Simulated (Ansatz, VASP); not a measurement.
One calculation of C, two programs

Contents of INCAR:

```
SYSTEM = C
PREC = Accurate
ENCUT = 520
EDIFF = 1E-7
ISMEAR = -1
SIGMA = 0.1
LREAL = .False.
LASPH = .True.
NELM = 60
ALGO = Normal
ISIF = 2
LWAVE = .False.
LCHARG = .False.
GGA = PE
NBANDS = 8
```

The input KPOINTS:

```
regular mesh
0
Gamma
  20 20 20
  0 0 0
```

File POSCAR:

```
C
1.0
    0.0000000000      1.5615135827      1.5615135827
    1.5615135827      0.0000000000      1.5615135827
    1.5615135827      1.5615135827      0.0000000000
C
1
Direct
    0.0000000000      0.0000000000      0.0000000000
```

Input for Ansatz:

```yaml
crystal:
  lattice:
    - [0.0, 1.5615135827, 1.5615135827]
    - [1.5615135827, 0.0, 1.5615135827]
    - [1.5615135827, 1.5615135827, 0.0]
  atoms:
    - { symbol: C, position: [0.0, 0.0, 0.0] }
hamiltonian:
  xc: pbe
  pseudopotentials:
    kind: paw
    azcp:
      C: "pseudopotentials/C.paw.azcp"
basis:
  ecutwfc: 420
  fft_grid_basis: typed
kpoints:
  mp_grid: { grid: [20, 20, 20], shift: [0, 0, 0] }
magnetization:
  spin_polarized: false
scf:
  occupations: { method: fermi_dirac, width: 0.1 }
  lower_state_search: "off"
output:
  stress: true
```

Alike in both runs: task single point; functional PBE; k mesh 20 × 20 × 20; occupations fermi-dirac, width 0.1 eV; no spin polarisation.

|  | VASP | Ansatz |
| --- | --- | --- |
| version | VASP 6.6.1 | Ansatz 0.2.0 |
| potentials or method | VASP PAW PBE potentials, release 64 (C) | plane waves (420 eV) with PAW, scalar-relativistic |
| plane-wave cutoff (eV) | 520 | 420 |
| valence electrons in the cell | 4 | 4 |

|  | VASP | Ansatz | Ansatz less VASP |
| --- | --- | --- | --- |
| pressure (GPa) | -5.6 | -5.7 | -0.05 |

With one functional, cell and mesh, what is left measures potentials, basis and numerics.
